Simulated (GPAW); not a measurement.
Runs of GPAW 26.7.0 on InP. Symmetry: F-43m, No. 216, cubic system. Conventional cell: a = 5.861 Å, b = 5.861 Å, c = 5.861 Å, α = 90.00°, β = 90.00°, γ = 90.00°. In (site symmetry -43m) has 4 P at 2.54 Å as nearest neighbours. Around P (site symmetry -43m) lie 4 In at 2.54 Å. 

```csv
task,level,potentials or basis,spin,eigensolver,band path,band points,spin axis theta (degrees),spin axis phi (degrees),V0 of scaled cells (Å³/atom),B0 (GPa)
equation of state,C09-vdW,"GPAW PAW data sets (gpaw-data 1.2.1), pw",off,-,-,-,-,-,25.66,(a)
equation of state,LDA,"JTH PAW 2.0, LDA, pw",off,-,-,-,-,-,24.72,69
equation of state,optB88-vdW,"GPAW PAW data sets (gpaw-data 1.2.1), pw",off,-,-,-,-,-,26.55,61
equation of state,revPBE+D3,"the program's PAW data sets (release 1.2.1) made for this functional, pw",off,-,-,-,-,-,(c),(b)
```

Alike in all rows: cell as given; k mesh 6 × 6 × 6; cutoff (eV) 600; smearing fermi-dirac 0.05 eV.

Question: Fill in the values left out.

Answer: (a) 67; (b) 62; (c) 25.80.

Caveats: the PAW data sets were made with another functional, which shifts forces and pressure a little (some runs); the program truncates these outside data sets (some runs).

Runs at the PBE level aren't shown here.
